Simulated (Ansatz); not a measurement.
# How far is PAW off for Si?

```xyz
2
Lattice="-2.2735 2.3922 1.2750 2.2735 -2.3922 1.2750 2.2735 2.3922 -1.2750" Properties=species:S:1:pos:R:3 pbc="T T T"
Si    0.0000    1.1961    1.4204
Si    2.2735    1.1961   -0.1453
```

Atoms are numbered in the order listed.

The geometry is COD entry 9011656, unchecked; take it as a test cell. The listed cell was then made from it by scaling, straining or moving an atom.

Levels of theory: DFT, PBE, PAW with Ansatz's default frozen-core files, scalar-relativistic (Ansatz 0.2.0); DFT, PBE, all-electron PAW with datasets made for the crystal, scalar-relativistic (Ansatz 0.2.0); DFT, PBE, all-electron LAPW, scalar-relativistic (Ansatz 0.2.0).

For PAW: a Γ-centred 16×16×16 k mesh, Fermi–Dirac smearing of 0.05 eV, cutoff 420 eV, no spin polarisation. The crystal-made all-electron datasets (AE datasets) take a cutoff of 200 eV at this cell. LAPW targets a basis error of 0.5 meV/atom. The Ansatz runs share mesh, smearing and spin set-up. Plane-wave (PAW) pressures include the program's estimate of the Pulay term.

Stress and pressure are positive in compression.

The change that made this cell: equal xx and yy strain of +1 %.

In a metal, gradients converge slowly with the k mesh: the values move by tens of per cent from one mesh to another, at times in sign, so only the comparison on one mesh counts.

```json
{"quantity": "pressure (GPa)", "PAW": "12.36", "AE datasets": "12.34", "LAPW": "12.35"}
{"quantity": "stress xx (GPa)", "PAW": "11.68", "AE datasets": "11.67", "LAPW": "11.68"}
{"quantity": "stress yy (GPa)", "PAW": "12.75", "AE datasets": "12.72", "LAPW": "12.72"}
{"quantity": "stress zz (GPa)", "PAW": "12.65", "AE datasets": "12.64", "LAPW": "12.64"}
{"quantity": "force on Si1, z (eV/Å)", "PAW": "0.013", "AE datasets": "0.013", "LAPW": "0.013"}
{"quantity": "field gradient Vzz at Si1 (10²¹ V/m²)", "PAW": "-2.44", "AE datasets": "-2.44", "LAPW": "–"}
```

PAW's pressure differs from the LAPW value by about 0.01 GPa or less.
